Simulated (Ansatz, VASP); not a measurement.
## CuI (Marshite): VASP beside Ansatz

```
CELL_PARAMETERS angstrom
2.87237 2.87237 0.00000
-2.87237 2.87237 0.00000
0.00000 2.87237 3.01314
ATOMIC_POSITIONS crystal
Cu 0.75000 0.25000 0.50000
I 0.00000 0.00000 0.00000
```

Change from the starting cell: film at in-plane strain -0.02.

Alike in both runs: task single point; functional LDA; k mesh 6 × 6 × 6; no spin polarisation.

```csv
,VASP,Ansatz
version,VASP 6.6.1,Ansatz 0.2.0
potentials or method,"VASP PAW LDA potentials, release 64 (Cu, I), cutoff 520 eV","all-electron LAPW, scalar-relativistic"
occupations,"gaussian, width 0.01 eV",fixed
```

|  | VASP | Ansatz | Ansatz less VASP |
| --- | --- | --- | --- |
| gap on the k mesh at the Fermi level (eV) | 1.29 | 1.22 | -0.064 |
| pressure (GPa) | 1.0 | 0.8 | -0.21 |
| largest component of the traceless stress (GPa) | 0.73 | 0.73 | +0.005 |

Ansatz ran all-electron here, so the differences hold the error of VASP's frozen core and of both bases.

Caveats: spin-orbit coupling is left out, which moves the levels of the heavy elements.
